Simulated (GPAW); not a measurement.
# BAs (F-43m) in GPAW: a series of runs, part 2 of 2

GPAW 26.7.0. The steps go on from the part before.

### Step 4. Equation of state, BLYP+D3(BJ)

run.py reads:

```python
from ase.calculators.mixing import SumCalculator
from ase.eos import EquationOfState
from ase.io import Trajectory, read
from ase.units import GPa
from dftd3.ase import DFTD3
from gpaw import GPAW, PW, setup_paths

setup_paths.insert(0, '.')

atoms = read('POSCAR')

traj = Trajectory('eos.traj', 'w')
volumes, energies = [], []
for x in [0.94, 0.96, 0.98, 1.0, 1.02, 1.04, 1.06]:
    a = atoms.copy()
    a.set_cell(atoms.cell * x**(1 / 3), scale_atoms=True)
    calc = GPAW(mode=PW(800),
                xc='BLYP',
                kpts={'size': (8, 8, 8), 'gamma': True},
                occupations={'name': 'fermi-dirac', 'width': 0.05},
                nbands=11,
                convergence={'density': 1e-05, 'energy': 1e-05},
                maxiter=150,
                txt=f'eos-{x:.2f}.txt')
    a.calc = SumCalculator([calc, DFTD3(method='blyp', damping='d3bj')])
    energies.append(a.get_potential_energy())
    volumes.append(a.get_volume())
    p = -a.get_stress()[:3].mean() / GPa
    calc.write(f'eos-{x:.2f}.gpw')
    traj.write(a)
    print(f'{x:.2f} {volumes[-1]:10.4f} A^3 {energies[-1]:14.6f} eV {p:9.3f} GPa', flush=True)

v0, e0, B = EquationOfState(volumes, energies, eos='birchmurnaghan').fit()
print(f'V0 = {v0:.4f} A^3, E0 = {e0:.6f} eV, B0 = {B / GPa:.2f} GPa')
```

POSCAR reads:

```
BAs
1.0
    0.0000000000      2.3885000000      2.3885000000
    2.3885000000      0.0000000000      2.3885000000
    2.3885000000      2.3885000000      0.0000000000
As B
1 1
Direct
    0.7500000000      0.7500000000      0.7500000000
    0.0000000000      0.0000000000      0.0000000000
```

Potentials or basis: PAW data sets generated in the run's folder for this functional, pw.

Launch:

```console
gpaw-setup -f BLYP As B
OMP_NUM_THREADS=1 python run.py
```

The program printed:

```text
__  _  _
 | _ |_)|_||  |
 |__||  | ||/\| - 26.7.0

Input parameters:
  mode=PW(ecut=800.0),
  convergence={'density': 1e-05, 'energy': 1e-05},
  kpts=MonkhorstPack(size=(8, 8, 8), gamma=True),
  maxiter=150,
  nbands=11,
  occupations=Occupations(name='fermi-dirac', width=0.05),
  xc=XC(name='BLYP')

Diagonalizing LCAO Hamiltonian
Converting LCAO to pw mode

                  As

       B

Atoms  # Å, Bohr magnetons
|   | symbol |        x |        y |        z |    initial magnetic moments |
|---|--------|----------|----------|----------|-----------------------------|
| 0 |     As | 3.509612 | 3.509612 | 3.509612 | ( 0.0000,  0.0000,  0.0000) |
| 1 |      B | 0.000000 | 0.000000 | 0.000000 | ( 0.0000,  0.0000,  0.0000) |

Unit cell  # Å
| periodic |        x |        y |        z |  lengths |    angles |
|----------|----------|----------|----------|----------|-----------|
|      yes | 0.000000 | 2.339741 | 2.339741 | 3.308894 | 60.000000 |
|      yes | 2.339741 | 0.000000 | 2.339741 | 3.308894 | 60.000000 |
|      yes | 2.339741 | 2.339741 | 0.000000 | 3.308894 | 60.000000 |

Number of symmetries: 24
Symmetry operations  # r_c * U_cc + t_c -> r_c
|    | kind |            matrix            |
|----|------|------------------------------|
|  0 |  E   |  1, 0, 0,  0, 1, 0,  0, 0, 1 |
|  1 |  σ   |  1, 0, 0,  0, 0, 1,  0, 1, 0 |
|  2 |  σ   |  1, 0,-1,  0, 1,-1,  0, 0,-1 |
|  3 |  C3  |  1, 0,-1,  0, 0,-1,  0, 1,-1 |
|  4 |  C3  |  1,-1, 0,  0,-1, 1,  0,-1, 0 |
|  5 |  σ   |  1,-1, 0,  0,-1, 0,  0,-1, 1 |
|  6 |  σ   |  0, 1, 0,  1, 0, 0,  0, 0, 1 |
|  7 |  C3  |  0, 1, 0,  0, 0, 1,  1, 0, 0 |
|  8 |  C2  |  0, 1,-1,  1, 0,-1,  0, 0,-1 |
|  9 |  S4  |  0, 1,-1,  0, 0,-1,  1, 0,-1 |
| 10 |  C3  |  0, 0, 1,  1, 0, 0,  0, 1, 0 |
| 11 |  σ   |  0, 0, 1,  0, 1, 0,  1, 0, 0 |
| 12 |  S4  |  0, 0,-1,  1, 0,-1,  0, 1,-1 |
| 13 |  C3  |  0, 0,-1,  0, 1,-1,  1, 0,-1 |
| 14 |  S4  |  0,-1, 1,  1,-1, 0,  0,-1, 0 |
| 15 |  C2  |  0,-1, 1,  0,-1, 0,  1,-1, 0 |
| 16 |  C3  |  0,-1, 0,  1,-1, 0,  0,-1, 1 |
| 17 |  S4  |  0,-1, 0,  0,-1, 1,  1,-1, 0 |
| 18 |  S4  | -1, 1, 0, -1, 0, 1, -1, 0, 0 |
| 19 |  C3  | -1, 1, 0, -1, 0, 0, -1, 0, 1 |
| 20 |  C3  | -1, 0, 1, -1, 1, 0, -1, 0, 0 |
| 21 |  S4  | -1, 0, 1, -1, 0, 0, -1, 1, 0 |
| 22 |  σ   | -1, 0, 0, -1, 1, 0, -1, 0, 1 |
| 23 |  C2  | -1, 0, 0, -1, 0, 1, -1, 1, 0 |

BZ-sampling:
  Number of BZ points: 512
  Number of IBZ points: 29

  Monkhorst-Pack size: [8, 8, 8]
  Monkhorst-Pack shift: [0.0625, 0.0625, 0.0625]

K-points  # in reciprocal-cell coordinates
|     |                                coordinates |     weight |
|-----|--------------------------------------------|------------|
|   0 | (  0.00000000,   0.00000000,   0.00000000) | 0.00195312 |
|   1 | (  0.12500000,   0.12500000,   0.00000000) | 0.01171875 |
|   2 | (  0.12500000,   0.12500000,   0.12500000) | 0.01562500 |
|   3 | (  0.25000000,   0.12500000,   0.12500000) | 0.02343750 |
|   4 | (  0.25000000,   0.25000000,   0.00000000) | 0.01171875 |
|   5 | (  0.25000000,   0.25000000,   0.12500000) | 0.04687500 |
|   6 | (  0.25000000,   0.25000000,   0.25000000) | 0.01562500 |
|   7 | (  0.37500000,   0.25000000,  -0.37500000) | 0.04687500 |
|   8 | (  0.37500000,   0.25000000,   0.12500000) | 0.04687500 |
|   9 | (  0.37500000,   0.25000000,   0.25000000) | 0.04687500 |
| ... |                                            |            |
|  28 | (  0.50000000,   0.50000000,   0.50000000) | 0.00781250 |

Plane wave coefficients: 1363
Cutoff: 800.0 eV

Spin-components: 1 (collinear spins)
Bands:           11
Projectors:      10
Spin-degeneracy: 2
Datatype:        complex128

Density:
  Valence electrons: 8.0
  Components: 1
  Grid points: [24 24 24]
  Charge: 0.0  # |e|

Potential:
  Grid points: [24 24 24]

species:
  As:
    name:    Arsenic
    Z:       33.0
    valence: 5
    core:    28
    charge:  0.0  # [|e|]
    compensation charges:
      type: gauss
      rc: 0.33  # [Å]
      lmax: 2
    cutoffs:
      filter: 1.87  # [Å]
      core: 2.96  # [Å]
    projectors
    | kind |    occ | energy [eV] | rcut [Å] |
    |------|--------|-------------|----------|
    |   4s |  2.000 |     -14.406 |    1.058 |
    |   4p |  3.000 |      -5.067 |    1.058 |
    |    s |        |      12.806 |    1.058 |
    |    p |        |      22.145 |    1.058 |
    |    d |        |       0.000 |    1.058 |

    Using partial waves for As as LCAO basis

  B:
    name:    Boron
    Z:       5.0
    valence: 3
    core:    2
    charge:  0.0  # [|e|]
    compensation charges:
      type: gauss
      rc: 0.20  # [Å]
      lmax: 2
    cutoffs:
      filter: 1.14  # [Å]
      core: 1.38  # [Å]
    projectors
    | kind |    occ | energy [eV] | rcut [Å] |
    |------|--------|-------------|----------|
    |   2s |  2.000 |      -9.302 |    0.635 |
    |   2p |  1.000 |      -3.537 |    0.635 |
    |    s |        |      17.909 |    0.635 |
    |    p |        |      23.675 |    0.635 |
    |    d |        |       0.000 |    0.635 |

    Using partial waves for B as LCAO basis

Reference energy: -62184.874642  # eV

eigensolver:
  PPCG
  Converge bands: occupied
  niter=2

density mixing:
  MSR1-Mixer
  Pratt-step length: 0.05
  Maximum mixing coefficient: 0.75
  Old densities: 10
  SVD Regularization: 0.005
  Good broyden scale: 1.0
  Trust region scale: 1.0
  Backstep threshold: 4.0
  History deletion threshold: 6.0
  Fourier metric: weight=20.0, sigma=0.015

occupation numbers:
  Fermi-Dirac:
    width: 0.0500  # eV

poisson solver:
  ecut: 6400.0  # eV

xc functional:
  name: BLYP with 2 nearest neighbor stencil

convergence criteria:
[... 6 lines left out ...]
|iter     | |      energy | eigst |  dens |
|---------|-|-------------|-------|-------|
|iter:   1| |  -10.523197 | -0.13 |       |
|iter:   2| |  -10.373156 | -2.17 | -0.67 |
|iter:   3| |   -9.762880 | -1.56 | -0.71 |
|iter:   4| |   -9.758091 | -3.04 | -1.40 |
|iter:   5| |   -9.758847 | -3.92 | -1.85 |
|iter:   6| |   -9.758894 | -5.33 | -2.52 |
|iter:   7| |   -9.758895c| -7.07 | -3.75 |
|iter:   8| |   -9.758895c| -8.67c| -4.30 |
|iter:   9| |   -9.758895c| -9.43c| -5.43c|

Converged in 9 steps
Energy contributions relative to reference atoms: (reference = -62184.874642)

Energy contributions:
  Kinetic:          31.868925
  Coulomb:         -27.549099
  Zero:              0.008815
  External:          0.000000
  Xc:              -14.087536
  Entropy:          -0.000000
  Spinorbit:         0.000000
  ----------------------------
  Free energy:      -9.758895
  Extrapolated:     -9.758895

dipole moment: (-3.091877, -3.091877, -3.091877)  # |e|*Ang

Fermi level: 9.834
Eigenvalues  # (at kpt = [0.000, 0.000, 0.000])
| band index |      eig [eV] | occ [0-2] |
|------------|---------------|-----------|
|          0 |        -6.711 |     2.000 |
|          1 |         9.166 |     2.000 |
|          2 |         9.166 |     2.000 |
|          3 |         9.166 |     2.000 |
|          4 |        12.640 |     0.000 |
|          5 |        12.640 |     0.000 |
|          6 |        12.640 |     0.000 |
|          7 |        14.675 |     0.000 |
|          8 |        19.523 |     0.000 |
|          9 |        22.757 |     0.000 |
|         10 |        22.757 |     0.000 |

Gap: 1.371 eV
Transition (v -> c):
  (s=0, k=0, n=3, [0.00, 0.00, 0.00]) -> (s=0, k=12, n=4, [0.38, 0.38, 0.00])
Direct/indirect transitions are different
Direct gap: 3.474 eV
Transition at: (s=0, k=0, n=3, [0.00, 0.00, 0.00])

Stress tensor  # eV/Ang^3
|         x |         y |         z |
|-----------|-----------|-----------|
| -0.117401 | -0.000000 |  0.000000 |
| -0.000000 | -0.117401 |  0.000000 |
|  0.000000 |  0.000000 | -0.117401 |

# Writing to eos-0.94.gpw (mode='')
```

Wall time 72 s (1 thread of Arm Neoverse V1, shared host); peak memory 0.24 GiB.

What came out:

```
Equilibrium volume                      : 13.61 Å³/atom
Bulk modulus                            : 135 GPa
Pressure derivative of the bulk modulus : 4.3
```

Energy against volume, from the lowest point:
```csv
volume (Å³/atom),energy (meV/atom)
12.809,21.90
13.081,9.13
13.354,2.01
13.626,0.00
13.899,2.55
14.171,9.23
14.444,19.59
```

### Step 5. Equation of state, PBE

run.py, as its differences from that of step 4:

```diff
@@ -1,6 +1,5 @@
-from ase.calculators.mixing import SumCalculator
 from ase.eos import EquationOfState
-from ase.io import Trajectory, read
+from ase.io import Trajectory
+from ase.spacegroup import crystal
 from ase.units import GPa
-from dftd3.ase import DFTD3
 from gpaw import GPAW, PW, setup_paths
@@ -9,3 +8,10 @@
 
-atoms = read('POSCAR')
+# As 4c
+# B 4a
+atoms = crystal(['As', 'B'],
+                basis=[[0.25, 0.25, 0.25],
+                       [0.0, 0.0, 0.0]],
+                spacegroup=216, setting=1,  # F-43m
+                cellpar=[4.777, 4.777, 4.777, 90.0, 90.0, 90.0],
+                primitive_cell=True)
 
@@ -17,3 +23,3 @@
     calc = GPAW(mode=PW(800),
-                xc='BLYP',
+                xc='PBE',
                 kpts={'size': (8, 8, 8), 'gamma': True},
@@ -24,4 +30,4 @@
                 txt=f'eos-{x:.2f}.txt')
-    a.calc = SumCalculator([calc, DFTD3(method='blyp', damping='d3bj')])
-    energies.append(a.get_potential_energy())
+    a.calc = calc
+    energies.append(a.get_potential_energy(force_consistent=True))
     volumes.append(a.get_volume())
```

Launch:

```console
gpaw-setup -f PBE As B
OMP_NUM_THREADS=1 python run.py
```

Run time: 71 s. Hardware: 1 thread of Arm Neoverse V1, shared host; peak memory 0.2 GiB.

Results (log left out):

```
Equilibrium volume                      : 13.96 Å³/atom
Bulk modulus                            : 132 GPa
Pressure derivative of the bulk modulus : 4.1
```

Energy against volume, from the lowest point:
```tsv
volume (Å³/atom)	energy (meV/atom)
12.809	45.50
13.081	25.55
13.354	11.70
13.626	3.37
13.899	0.00
14.171	1.14
14.444	6.35
```

PBE usually gives volumes a little too large and moduli too small.

### Step 6. Equation of state, RPBE+D4

run.py, as its differences from that of step 5:

```diff
@@ -1 +1,2 @@
+from ase.calculators.mixing import SumCalculator
 from ase.eos import EquationOfState
@@ -4,5 +5,4 @@
 from ase.units import GPa
-from gpaw import GPAW, PW, setup_paths
-
-setup_paths.insert(0, '.')
+from dftd4.ase import DFTD4
+from gpaw import GPAW, PW
 
@@ -23,3 +23,3 @@
     calc = GPAW(mode=PW(800),
-                xc='PBE',
+                xc='RPBE',
                 kpts={'size': (8, 8, 8), 'gamma': True},
@@ -30,4 +30,4 @@
                 txt=f'eos-{x:.2f}.txt')
-    a.calc = calc
-    energies.append(a.get_potential_energy(force_consistent=True))
+    a.calc = SumCalculator([calc, DFTD4(method='rpbe')])
+    energies.append(a.get_potential_energy())
     volumes.append(a.get_volume())
```

Potentials or basis: the program's PAW data sets (release 1.2.1) made for this functional, pw.

Launch:

```console
OMP_NUM_THREADS=1 python run.py
```

Wall time 78 s (1 thread of Arm Neoverse V1, shared host); peak memory 0.24 GiB.

Results (log left out):

| Item | Value |
| --- | --- |
| Equilibrium volume | 13.23 Å³/atom |
| Bulk modulus | 146 GPa |
| Pressure derivative of the bulk modulus | 4.5 |

Energy against volume, from the lowest point:
```csv
volume (Å³/atom),energy (meV/atom)
12.809,5.90
13.081,0.23
13.354,0.00
13.626,4.65
13.899,13.66
14.171,26.57
14.444,42.94
```

### Step 7. Overview

| task | level | potentials or basis | spin | band path | band points | spin axis theta (degrees) | spin axis phi (degrees) | V0 of scaled cells (Å³/atom) | B0 (GPa) |
| --- | --- | --- | --- | --- | --- | --- | --- | --- | --- |
| equation of state | r4SCAN | GPAW PAW data sets (gpaw-data 1.2.1), pw | off | - | - | - | - | - | - |
| band structure | optPBE-vdW | GPAW PAW data sets (gpaw-data 1.2.1), pw | SOC, no magnetisation | GXWKGLUWLK,UX | 100 | 0 | 0 | - | - |
| equation of state | BLYP+D3(BJ) | PAW data sets generated in the run's folder for this functional, pw | off | - | - | - | - | 13.61 | 135 |
| equation of state | PBE | PAW data sets generated in the run's folder for this functional, pw | off | - | - | - | - | 13.96 | 132 |
| equation of state | RPBE+D4 | the program's PAW data sets (release 1.2.1) made for this functional, pw | off | - | - | - | - | 13.23 | 146 |

Alike in all rows: cell as given; k mesh 8 × 8 × 8; cutoff (eV) 800; smearing fermi-dirac 0.05 eV.

Caveats: the PAW data sets were made with another functional, which shifts forces and pressure a little (some runs); the points scatter about the fit (some runs); spin-orbit coupling was added after a scalar SCF, so levels and gaps hold it while energy, forces, pressure and moments don't (some runs); this program's spin-orbit splittings come out too wide for heavy elements (some runs).

Total energies depend on the potentials used, so only differences within one code and one set of settings carry meaning.

### Step 8. Comparison with measurements

Step 4. Against the measured bulk modulus of BAs, 148 GPa (quoted in “Basic Physical Properties of Cubic Boron Arsenide”, 2019, arxiv:1911.11281), the calculated 135 GPa is off by -8.6 %. The fit is for a static lattice scaled at fixed shape and fixed fractional positions.

Step 5. A measured bulk modulus of BAs is 148 GPa (quoted in “Basic Physical Properties of Cubic Boron Arsenide”, 2019, arxiv:1911.11281); the calculated 132 GPa misses it by -10.6 %. The fit is for a static lattice scaled at fixed shape and fixed fractional positions.

Step 6. Measured bulk modulus of BAs: 148 GPa (quoted in “Basic Physical Properties of Cubic Boron Arsenide”, 2019, arxiv:1911.11281). This calculation gives 146 GPa (-1.1 %). The fit is for a static lattice scaled at fixed shape and fixed fractional positions.
